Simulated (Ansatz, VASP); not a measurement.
# BeTe: VASP beside Ansatz

The input INCAR:

```
SYSTEM = BeTe
ALGO = Normal ; EDIFF = 1E-6
ENCUT = 520 ; GGA = CA
ISIF = 2 ; ISMEAR = 0
LASPH = .TRUE. ; LCHARG = .FALSE.
LREAL = .FALSE. ; LWAVE = .FALSE.
NBANDS = 11 ; NELM = 100
PREC = Accurate ; SIGMA = 0.05
```

The input KPOINTS:

```
k-points
0
G
  10 10 10
  0 0 0
```

File POSCAR:

```
BeTe
1.0
    0.0000000000      2.6066698000      3.1280037600
    2.6066698000      0.0000000000      3.1280037600
    2.6066698000      2.6066698000      0.0000000000
Be Te
1 1
Direct
    0.0000000000      0.0000000000      0.0000000000
    0.7500000000      0.7500000000      0.7500000000
```

Input for Ansatz:

```yaml
crystal:
  lattice:
    - [0.0, 2.6066698, 3.12800376]
    - [2.6066698, 0.0, 3.12800376]
    - [2.6066698, 2.6066698, 0.0]
  atoms:
    - { symbol: Be, position: [0.0, 0.0, 0.0] }
    - { symbol: Te, position: [0.75, 0.75, 0.75] }
basis:
  ecutwfc: 420
kpoints:
  mp_grid: { grid: [10, 10, 10] }
hamiltonian:
  xc: lda
scf:
  occupations: { method: gaussian, width: 0.05 }
output:
  forces: true
  stress: true
  eigenvalues: true
  write_density: true
  write_potential: true
  elf: true
  volumetric_format: npy
```

Alike in both runs: task single point; functional LDA; k mesh 10 × 10 × 10; occupations gaussian, width 0.05 eV; no spin polarisation.

|  | VASP | Ansatz |
| --- | --- | --- |
| version | VASP 6.6.1 | Ansatz 0.2.0 |
| potentials or method | VASP PAW LDA potentials, release 64 (Be, Te) | scalar-relativistic, plane waves, PAW |
| plane-wave cutoff (eV) | 520 | 420 |
| valence electrons in the cell | 8 | 18 |

|  | VASP | Ansatz | Ansatz less VASP |
| --- | --- | --- | --- |
| gap on the k mesh at the Fermi level (eV) | 0.94 | 0.96 | +0.021 |
| least direct gap on the mesh (eV) | 2.43 | 2.44 | +0.011 |
| pressure (GPa) | 0.8 | 0.5 | -0.28 |
| largest component of the traceless stress (GPa) | 10.24 | 10.26 | +0.012 |

The two sets of potentials don't hold the same shells in valence.

Caveats: spin-orbit coupling is left out, which moves the levels of the heavy elements. A k mesh can miss the band edges. LDA gaps usually lie below the measured ones, often by a third to a half.
